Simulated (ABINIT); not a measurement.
Al:

```
Al
1.0
     2.72176    0.00000    0.00000
     0.00000    2.72176    0.00000
     0.00000    0.00000    2.72176
Al
1
Cartesian
  0.0000 0.0000 0.0000
```

The cell was built by a generator and needn't be a form met in nature.

Base run:

| Item | Value |
| --- | --- |
| Program | ABINIT 10.8.3 (patched build) |
| Functional | BLYP |
| Potentials or basis | JTH PAW PBE v2.0 |
| Cutoff | 490 eV |
| k mesh | 10 × 10 × 10 |
| Occupations | fermi-dirac, width 0.05 eV |
| Spin | no spin polarisation |

Its results: band gap on the k mesh none (metal or under the smearing width); pressure 3.8 GPa.

**Question.** After a change of settings the same cell gave: band gap on the k mesh none (metal or under the smearing width); pressure 0.6 GPa. Which change was it?
A. functional from BLYP to PBEsol
B. functional from BLYP to WC
C. functional from BLYP to PW91
D. functional from BLYP to LDA

**Answer.** C.

PW91 binds more tightly than BLYP, so the same cell stands under less pressure.

Caveats: the PAW data sets were made with another functional, which shifts forces and pressure a little.
